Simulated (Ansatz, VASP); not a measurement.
## Cross-check of BP between VASP and Ansatz

One calculation is typed for both programs; each brings its own data sets. How far apart do they land? The structure shown is the start of the Ansatz relaxation below; VASP solves that cell, so the two are compared at the walk's first step.

Calculated with Ansatz 0.2.0; plane waves, with VASP 6.6.1 beside it; single point at LDA.

## Step 1: Set-up

The structure is trigonal, space group R3m (No. 160). Conventional cell: a = 3.112 Å, b = 3.112 Å, c = 7.795 Å, α = 90.00°, β = 90.00°, γ = 120.00°. Nearest to B lie 4 P at 1.91 to 1.94 Å. Nearest to P lie 4 B at 1.91 to 1.94 Å. Farther neighbours are not listed.

## Step 2: Ansatz: relaxation, LDA

Ansatz runs on its PAW soft_1 files.

The two programs are compared at the cell with which this relaxation starts, whose forces are those of its first step.

The input, input.yaml:

```yaml
crystal:
  lattice:
    - [0.0332096706, 2.2335950663, 2.2335950663]
    - [2.2335950663, 0.0332096706, 2.2335950663]
    - [2.2335950663, 2.2335950663, 0.0332096706]
  atoms:
    - { symbol: B, position: [-0.0003882288, -0.0003882288, -0.0003882288] }
    - { symbol: P, position: [0.7503882288, 0.7503882288, 0.7503882288] }
  conventional_axes: [[-1, 1, 0], [0, -1, 1], [1, 1, 1]]
kpoints:
  mp_grid: { grid: [12, 12, 12] }
hamiltonian:
  xc: lda
  pseudopotentials: { kind: paw, azcp: { folder: soft_1 }, xc_functional: pbe }
scf:
  occupations: { method: gaussian, width: 0.02 }
output:
  forces: true
  stress: true
  eigenvalues: true
relax:
  adjacent_minimum: "off"
  f_tol: 0.001
  max_steps: 60
  cell: { stress_tol: 0.01, fix: [a, b, gamma] }
```

Command:

```
$ ansatz run input.yaml --threads 4 --pin off --max-ram 10240MiB --backend cpu --events-out ev --progress --plain --runs-dir out
```

Numbers of over 12 decimals in the logs are rounded to 6 here.

Log:

```text
Engine: ansatz 0.2.0, aarch64-unknown-linux-gnu
Pseudopotentials: kind: paw
Pseudopotential: B, paw, valence charge 3, recommended cutoff 420 eV (normal), soft_1/B.paw.azcp
Pseudopotential: P, paw, valence charge 5, recommended cutoff 420 eV (normal), soft_1/P.paw.azcp
Functional definition: SPW92
  exchange = slater_x
  correlation = pw_c
Crystal: 2 atoms, lattice volume = 21.790 Å³
Basis set: ecut = 420 eV, 423 PW (Γ)
Bands: 8, of which v1, the nominal top of the filled ones, is band 4 counted from 1 (3 counted from 0)
Symmetry: 6 space group operations
Space group: R3m (ITA 160), of the structure as read, at distance tolerance 2.8e-5 Å
k-points: 189 of 1728 (time reversal used)
Non-local potential: B, projectors of the file, l = 0: 2, l = 1: 2, l = 2: 1
Non-local potential: P, projectors of the file, l = 0: 2, l = 1: 2, l = 2: 1
PAW form: soft (Blöchl's): semilocal exchange-correlation on the pseudo side does not see the compensation charge
PAW frozen core: B, regenerated for the run's functional, and the local potential with it (the file was generated under x = pbe(κ = 0.804, μ = 0.219515), c = pbe(β = 0.066725))
PAW frozen core: P, regenerated for the run's functional, and the local potential with it (the file was generated under x = pbe(κ = 0.804, μ = 0.219515), c = pbe(β = 0.066725))
PAW one-centre angular grid: B, 110 points (default); XC on 64 Gauss nodes
PAW one-centre angular grid: P, 110 points (default); XC on 64 Gauss nodes
Initial density: superposition of atomic densities (chi_scale 0.1, normalization cell, long waves kept (reshape's long-wave potential 0.00 eV rms))
Initial wavefunctions: pseudopotential atomic-orbital guess
Functional: x = slater, c = lda
SCF iter   1: F=—  HF=-877.546880 eV  |F-HF|=—  |Δ(HF+E_count)|=         —  Δρ=1.03e-1  dr2=2.57e0  ethr=3.10e-3  ⟨swp⟩=6.3  Hψ=14460  notcnv=0
preconditioner: auto → none  [insulator: Δε(μ)=2.002 eV  Ē_g=13.450 eV  σ=0.020 eV  W_gap=1.00  n_scr=0 (ndim 8)  ℏωp=22.5 eV  f_vac=0.000  D(μ)=0.00/eV (n_scr^D=0)  ε∞_Penn≈3.8]
SCF iter   2: F=—  HF=-876.668481 eV  |F-HF|=—  |Δ(HF+E_count)|=   8.78e-1  Δρ=3.10e-2  dr2=1.58e-1  ethr=3.10e-3  ⟨swp⟩=3.0  Hψ=4710  notcnv=0
SCF iter   3: F=—  HF=-876.614418 eV  |F-HF|=—  |Δ(HF+E_count)|=   5.41e-2  Δρ=1.12e-2  dr2=1.72e-2  ethr=1.97e-3  ⟨swp⟩=3.0  Hψ=3024  notcnv=0
SCF iter   4: F=—  HF=-876.609174 eV  |F-HF|=—  |Δ(HF+E_count)|=   5.24e-3  Δρ=1.65e-3  dr2=2.73e-4  ethr=2.15e-4  ⟨swp⟩=3.0  Hψ=3028  notcnv=0
SCF iter   5: F=—  HF=-876.609113 eV  |F-HF|=—  |Δ(HF+E_count)|=   6.11e-5  Δρ=6.23e-5  dr2=3.16e-7  ethr=3.41e-6  ⟨swp⟩=2.9  Hψ=2426  notcnv=0
SCF iter   6: F=—  HF=-876.609113 eV  |F-HF|=—  |Δ(HF+E_count)|=   1.67e-7  Δρ=1.21e-5  dr2=1.42e-8  ethr=1.25e-9  ⟨swp⟩=7.0  Hψ=9044  notcnv=0
SCF iter   7: F=-876.609113 eV  HF=-876.609113 eV  |F-HF|=1.08e-10  |Δ(HF+E_count)|=   1.84e-9  Δρ=8.04e-7  dr2=1.68e-10  ethr=1.77e-10  ⟨swp⟩=2.0  Hψ=4914  notcnv=0
SCF 1 converged in 7 iterations: F = -876.609113 eV  dr2 = 1.68e-10
  greatest PAW one-centre occupation: 0.765 electrons in one spin orbital (limit 2), on the P atom at site 1 (counted from 0), in its partial waves of l = 0
relax step   1: F+E_penalty+E_count = -876.60911258 eV  Δ(F+E_penalty+E_count) = +0.000e0 eV  max|allowed force component| = 6.598e-2 eV/Å  Δτ_max = 0.0000 Å  P = +7.297 GPa  Ω = 21.790 Å³  fix = [a, b, gamma]  reactions: a +10.604, b +10.604 GPa  (7 SCF iters, dr2 threshold 1.00e-7 eV, accepted)
[...]
relax step   2: F+E_penalty+E_count = -876.60952162 eV  Δ(F+E_penalty+E_count) = -4.090e-4 eV  max|allowed force component| = 2.323e-2 eV/Å  Δτ_max = 0.0023 Å  P = +6.808 GPa  Ω = 21.841 Å³  energy of the carried Pulay correction = -3.349e-5 eV  fix = [a, b, gamma]  reactions: a +10.294, b +10.294 GPa  (4 SCF iters, dr2 threshold 2.00e-7 eV, accepted)
[...]
relax step   3: F+E_penalty+E_count = -876.60955551 eV  Δ(F+E_penalty+E_count) = -3.390e-5 eV  max|allowed force component| = 5.289e-3 eV/Å  Δτ_max = 0.0008 Å  P = +6.768 GPa  Ω = 21.844 Å³  energy of the carried Pulay correction = -3.566e-5 eV  fix = [a, b, gamma]  reactions: a +10.220, b +10.220 GPa  (3 SCF iters, dr2 threshold 6.81e-8 eV, accepted)
[...]
relax step   4: F+E_penalty+E_count = -876.60956236 eV  Δ(F+E_penalty+E_count) = -6.845e-6 eV  max|allowed force component| = 3.379e-5 eV/Å  Δτ_max = 0.0002 Å  P = +6.807 GPa  Ω = 21.839 Å³  energy of the carried Pulay correction = -3.254e-5 eV  fix = [a, b, gamma]  reactions: a +10.213, b +10.213 GPa  (3 SCF iters, dr2 threshold 4.58e-8 eV, accepted)
[...]
relax step   5: F+E_penalty+E_count = -876.60959367 eV  Δ(F+E_penalty+E_count) = -3.132e-5 eV  max|allowed force component| = 3.254e-5 eV/Å  Δτ_max = 0.0000 Å  P = +6.810 GPa  Ω = 21.839 Å³  fix = [a, b, gamma]  reactions: a +10.215, b +10.215 GPa  stress off target by 1.27e-3 GPa on what of the cell is left free  SCF on the basis re-selected at this cell (its energy is not comparable with the rows above)  (4 SCF iters)
basis re-selected at this cell: Δ(F+E_penalty+E_count) = -3.132e-5 eV, ΔP = +0.003 GPa vs the last step (what re-selecting the basis moved, of the pressure what is left beyond the Pulay correction that the steps carried, after the strain that the cell walked since its last selection, with what the two solves' SCF thresholds leave and, on support functions, any second-order correction that the steps lacked; it is no m [...]
SCF converged after 4 iterations
Free energy (F): -876.609594 eV
Harris-Foulkes:  -876.609594 eV  (|F-HF|=2.27e-13)
Internal energy: -876.609594 eV  (E = F + TS)
E sigma→0 (E₀):  -876.609594 eV
Fermi energy:    10.547841 eV
--- Per-component energies (eV) ---
  E_band       = 25.980490
  E_kinetic    = 124.325557
  E_local      = -58.578707  (includes V_loc(G=0)·N_el)
  E_nonlocal   = 41.953760
  E_hartree    = 16.272086
  E_xc         = -107.225933
  E_vxc        = -102.849374  (∫ρ·V_xc dr)
  E_paw        = -601.542637  (= ΣΔE_a)
  E_vpaw       = -11.414924  (= ΣTr[D̂ρ^β])
  E_aug_tail   = 0.000008  (compensation charges beyond the density's cutoff)
  E_ewald      = -291.976914
  E_core_change = 0.163186  (= ΣΔE_core)
  E_smearing   = -0.000000  (= −TS)
  E_closure    = -0.000000  (closes the sum)
  Σ components = -876.609594   (vs F -876.609594, Δ=0.00e0)
--- Forces (eV/Å), atoms counted from 1 ---
  atom   1  B     -0.00003257    -0.00003257    -0.00003257
  atom   2  P      0.00003251     0.00003251     0.00003251
  max |Σ_I F_I| component: 5.92e-8 eV/Å
--- Stress (GPa, compression-positive) ---
        6.809697      -3.405482      -3.405482
       -3.405482       6.809697      -3.405482
       -3.405482      -3.405482       6.809697
  P = ⅓ Tr σ = 6.8097 GPa (68.097 kbar)
--- Band table (eV; the first three rows and the last of 189) ---
  k-point 0: bands = ["-6.0315", "9.7893", "10.0605", "10.0605", "13.1526", "13.6024", "13.6024", "18.3904"]
  k-point 1: bands = ["-5.8977", "9.0583", "9.5966", "9.8241", "13.4837", "13.9182", "13.9239", "18.7103"]
  k-point 2: bands = ["-5.4992", "7.1281", "9.1231", "9.3289", "14.0578", "14.2946", "14.5460", "19.4241"]
  k-point 188: bands = ["-2.6459", "0.4369", "8.3354", "8.3354", "14.4976", "14.8480", "14.8480", "20.3300"]
--- Relaxed structure (4 steps of the walk, 4 accepted, 1 SCFs on fresh bases) ---
  F+E_penalty+E_count = -876.60959367 eV   max|allowed force component| = 3.254e-5 eV/Å   (the final SCF, on the basis selected at the relaxed cell)
  cell:  # Å, volume = 21.8394 Å³
    - [0.036640, 2.237025, 2.237025]
    - [2.237025, 0.036640, 2.237025]
    - [2.237025, 2.237025, 0.036640]
  atoms:
    - { symbol: B, position: [-0.00081008, -0.00081008, -0.00081008] }
    - { symbol: P, position: [0.750810, 0.750810, 0.750810] }
```

In the SCF lines HF is the Harris–Foulkes energy and dr2 the Hartree energy of the density residual, in eV; the loop may stop once dr2 is under the threshold and the program's other checks hold. Hψ counts applications of the Hamiltonian.

## Step 3: VASP: single point, LDA, start cell, pair 1

The same cell, functional (in two slightly different forms), mesh and smearing now go to VASP, with its own data sets.

Lines of VASP's logs that name or quote its potential files are left out, and so is its time.

The input, INCAR:

```
SYSTEM = BP
PREC = Accurate
ENCUT = 420
EDIFF = 1E-06
NELM = 120
ISMEAR = 0
SIGMA = 0.02
LREAL = .FALSE.
ALGO = Normal
GGA = CA
NBANDS = 10
LORBIT = 11
LWAVE = .FALSE.
LCHARG = .FALSE.
ISIF = 2
LASPH = .TRUE.
GGA_COMPAT = .FALSE.
EFERMI = MIDGAP
```

The input, POSCAR:

```
BP
1.0
    0.0332100000      2.2335950000      2.2335950000
    2.2335950000      0.0332100000      2.2335950000
    2.2335950000      2.2335950000      0.0332100000
B P
1 1
Direct
    0.9996118123      0.9996118123      0.9996118123
    0.7503881877      0.7503881877      0.7503881877
```

The input, KPOINTS:

```
Automatic mesh
0
Gamma
12 12 12
0 0 0
```

The projector-augmented-wave data sets are B and P (LDA family, release 64).

Command:

```
$ mpirun -np 1 vasp_std
```

Log:

```text
[banner, memory and clock lines left out]
running    1 mpi-ranks, on    1 nodes
 distrk:  each k-point on    1 cores,    1 groups
 distr:  one band on    1 cores,    1 groups

 POSCAR found type information on POSCAR B P
 POSCAR found :  2 types and       2 ions
 LDA part: xc-table for (Slater(with rela. corr.)+CA(PZ))
 , standard interpolation
 POSCAR, INCAR and KPOINTS ok, starting setup
 FFT: planning ... GRIDC
 FFT: planning ... GRID_SOFT
 FFT: planning ... GRID
 WAVECAR not read
 entering main loop
       N       E                     dE             d eps       ncg     rms          rms(c)
DAV:   1     0.484064653223E+01    0.48406E+01   -0.35564E+03  3796   0.608E+02
DAV:   2    -0.149225018111E+02   -0.19763E+02   -0.18965E+02  5318   0.103E+02
DAV:   3    -0.153676323597E+02   -0.44513E+00   -0.44413E+00  4608   0.142E+01
DAV:   4    -0.153692855161E+02   -0.16532E-02   -0.16529E-02  4686   0.100E+00
DAV:   5    -0.153692919881E+02   -0.64720E-05   -0.64719E-05  4484   0.575E-02    0.813E+00
DAV:   6    -0.145216383675E+02    0.84765E+00   -0.19108E+00  4180   0.660E+00    0.429E+00
DAV:   7    -0.143845269527E+02    0.13711E+00   -0.34230E-01  4832   0.313E+00    0.135E+00
DAV:   8    -0.143712269627E+02    0.13300E-01   -0.36812E-02  4556   0.108E+00    0.264E-01
DAV:   9    -0.143712598451E+02   -0.32882E-04   -0.74358E-04  4276   0.209E-01    0.176E-01
DAV:  10    -0.143712536334E+02    0.62116E-05   -0.14045E-04  4180   0.708E-02    0.353E-02
DAV:  11    -0.143712553845E+02   -0.17510E-05   -0.67486E-06  4548   0.144E-02    0.392E-02
DAV:  12    -0.143712551421E+02    0.24236E-06   -0.16747E-06  2228   0.622E-03
   1 F= -.14371255E+02 E0= -.14371255E+02  d E =0.000000E+00
```

From OUTCAR (step 3):

```text
ion  position               nearest neighbor table
   1  1.000  1.000  1.000-   2 1.91   2 1.91   2 1.91   2 1.94
   2  0.750  0.750  0.750-   1 1.91   1 1.91   1 1.91   1 1.94

  LATTYP: Found a trigonal (rhomboedric) cell.
 ALAT       =     3.1589549145
 COS(alpha) =     0.5148115026

 Subroutine GETGRP returns: Found  6 space group operations
 (whereof  6 operations were pure point group operations)

The static configuration has the point symmetry C_3v.

 Found    189 irreducible k-points:

   k-points           NKPTS =    189   k-points in BZ     NKDIM =    189   number of bands    NBANDS=     10

   dimension x,y,z NGX =    24 NGY =   24 NGZ =   24
   dimension x,y,z NGXF=    48 NGYF=   48 NGZF=   48

   ENCUT  =  420.0 eV  30.87 Ry    5.56 a.u.   5.28  5.28  5.28*2*pi/ulx,y,z

   NELECT =       8.0000    total number of electrons

 k-points in reciprocal lattice and weights: Automatic mesh
   0.00000000  0.00000000  0.00000000       0.001
   0.08333333  0.00000000 -0.00000000       0.003
   0.16666667 -0.00000000 -0.00000000       0.003
   0.25000000  0.00000000  0.00000000       0.003
   0.33333333 -0.00000000 -0.00000000       0.003
   0.41666667  0.00000000 -0.00000000       0.003
   0.50000000  0.00000000  0.00000000       0.002
   0.08333333  0.08333333  0.00000000       0.003
   0.16666667  0.08333333 -0.00000000       0.007
[...]
-0.41666667  0.50000000  0.41666667       0.003
   0.50000000  0.50000000  0.50000000       0.001

 average (electrostatic) potential at core
       1 -28.9941       2 -81.4454

 E-fermi :   8.8220

 k-point     1 :       0.0000    0.0000    0.0000
  band No.  band energies     occupation
      1      -7.7609      2.00000
      2       8.1424      2.00000
      3       8.3142      2.00000
      4       8.3142      2.00000
      5      11.4439      0.00000
      6      11.9000      0.00000
      7      11.9000      0.00000
      8      16.7406      0.00000
      9      20.0374      0.00000
    ...

 k-point     2 :       0.0833    0.0000   -0.0000
  band No.  band energies     occupation
      1      -7.6269      2.00000
      2       7.3278      2.00000
      3       7.9309      2.00000
      4       8.0790      2.00000
      5      11.7774      0.00000
      6      12.2185      0.00000
      7      12.2288      0.00000
      8      17.0536      0.00000
      9      19.9976      0.00000
    ...

 k-point     3 :       0.1667   -0.0000   -0.0000
  band No.  band energies     occupation
      1      -7.2279      2.00000
      2       5.3945      2.00000
      3       7.4547      2.00000
      4       7.5858      2.00000
      5      12.3590      0.00000
      6      12.6079      0.00000
      7      12.8560      0.00000
      8      17.7560      0.00000
      9      19.2089      0.00000
    ...

  Total        0.9763147      0.9763147      0.9763147     -0.4499957     -0.4499957     -0.4499957
  in kB       71.7880181     71.7880181     71.7880181    -33.0879936    -33.0879936    -33.0879936
  external PRESSURE =      71.7880181 kB  Pullay stress =       0.0000000 kB

  energy-cutoff  :      420.00
  volume of cell :       21.79
      direct lattice vectors                 reciprocal lattice vectors
     0.033210000  2.233595000  2.233595000    -0.228909792  0.225556131  0.225556131
     2.233595000  0.033210000  2.233595000     0.225556131 -0.228909792  0.225556131
     2.233595000  2.233595000  0.033210000     0.225556131  0.225556131 -0.228909792

 POSITION                                       TOTAL-FORCE (eV/Angst)
 -----------------------------------------------------------------------------------
      4.49865      4.49865      4.49865        -0.064607     -0.064607     -0.064607
      3.37705      3.37705      3.37705         0.064607      0.064607      0.064607
 -----------------------------------------------------------------------------------
    total drift:                                0.000009      0.000009      0.000009

  FREE ENERGIE OF THE ION-ELECTRON SYSTEM (eV)
  ---------------------------------------------------
  free  energy   TOTEN  =       -14.3712551421 eV

  energy  without entropy=      -14.3712551421  energy(sigma->0) =      -14.37125514

 total charge
# of ion       s       p       d       tot
------------------------------------------
    1        0.678   1.369   0.000   2.046
    2        0.996   1.627   0.000   2.623
--------------------------------------------------
tot          1.673   2.996   0.000   4.669

[... 3 further parts left out ...]
```

The run ends at a pressure of 7.18 GPa, with forces up to 0.11 eV/Å.

## Step 4: Differences

Known differences besides the potentials themselves: the two LDA forms differ slightly; VASP's log shows a relativistic correction to its local exchange, Ansatz's none. Total energies have different zeros and are not compared.

Forces (eV/Å; atoms numbered as in POSCAR):

```csv
atom,"Ansatz x, y, z","VASP x, y, z"
B1,"-0.066, -0.066, -0.066","-0.065, -0.065, -0.065"
P2,"0.066, 0.066, 0.066","0.065, 0.065, 0.065"
```

The forces differ by 1.4 meV/Å r.m.s., which is 2.1 % of the r.m.s. force of 0.065 eV/Å (both taken over all components).

## Step 5: Further runs

Further runs change the set-up of one program: Ansatz's method, potentials or start, or VASP's data sets, cutoff or form of LDA. The table gives that difference for each run.

```csv
run,r.m.s. force difference (meV/Å)
as above,1.4
VASP with a cutoff of 500 eV (perhaps on Ansatz's relaxed cell),1.3
```

## Step 6: Ansatz: relaxation, LDA

The two programs are compared at the cell with which this relaxation starts, whose forces are those of its first step. The cell compared in this pair holds 23.09 Å³, against 21.79 Å³ for the pair before.

The structure compared here is the start of the Ansatz relaxation; VASP solves that cell, so the two are compared at the walk's first step.

input.yaml, the sections that differ from step 2:

```yaml
crystal:
  lattice:
    - [-0.0149686081, 2.2527755241, 2.2527755241]
    - [2.2527755241, -0.0149686081, 2.2527755241]
    - [2.2527755241, 2.2527755241, -0.0149686081]
  atoms:
    - { symbol: B, position: [0.0, 0.0, 0.0] }
    - { symbol: P, position: [0.75, 0.75, 0.75] }
  conventional_axes: [[-1, 1, 0], [0, -1, 1], [1, 1, 1]]
# kpoints, hamiltonian, scf, output, relax: as in step 2
```

Command:

```
$ ansatz run input.yaml --threads 4 --pin off --max-ram 10240MiB --backend cpu --events-out ev --progress --plain --runs-dir out
```

Log:

```text
[...]
Crystal: 2 atoms, lattice volume = 23.094 Å³
Basis set: ecut = 420 eV, 459 PW (Γ)
Bands: 8, of which v1, the nominal top of the filled ones, is band 4 counted from 1 (3 counted from 0)
Symmetry: 6 space group operations
[...]
k-points: 189 of 1728 (time reversal used)
[...]
--- Band table (eV; the first three rows and the last of 189) ---
[...]
--- Relaxed structure (4 steps of the walk, 4 accepted, 1 SCFs on fresh bases) ---
[...]
cell:  # Å, volume = 23.0459 Å³
    - [-0.018055, 2.249689, 2.249689]
    - [2.249689, -0.018055, 2.249689]
    - [2.249689, 2.249689, -0.018055]
  atoms:
    - { symbol: B, position: [0.000356177, 0.000356177, 0.000356177] }
    - { symbol: P, position: [0.749644, 0.749644, 0.749644] }
[key lines of the parts left out:]
SCF converged after 5 iterations
Free energy (F): -876.630903 eV
Fermi energy:    9.833553 eV
P = ⅓ Tr σ = -3.0153 GPa (-30.153 kbar)
```

[end of part 1 of 2]

[Lines on the potential files, build, host, timing and source positions are cut from VASP's logs without a mark.]

[Logs are printed without paths, hosts, clocks, repeated set-up lines and the standing remarks that a program may print on its own settings, such as how far it seeks lower states.]

[Hosts, paths, dates, database ids (printed as entryN), source tags and the programs' standing remarks are cut or masked in the printed files.]

[Rows of further runs with another cutoff or data set may stand on the cell that Ansatz relaxed, not on the start cell of the pair above them.]
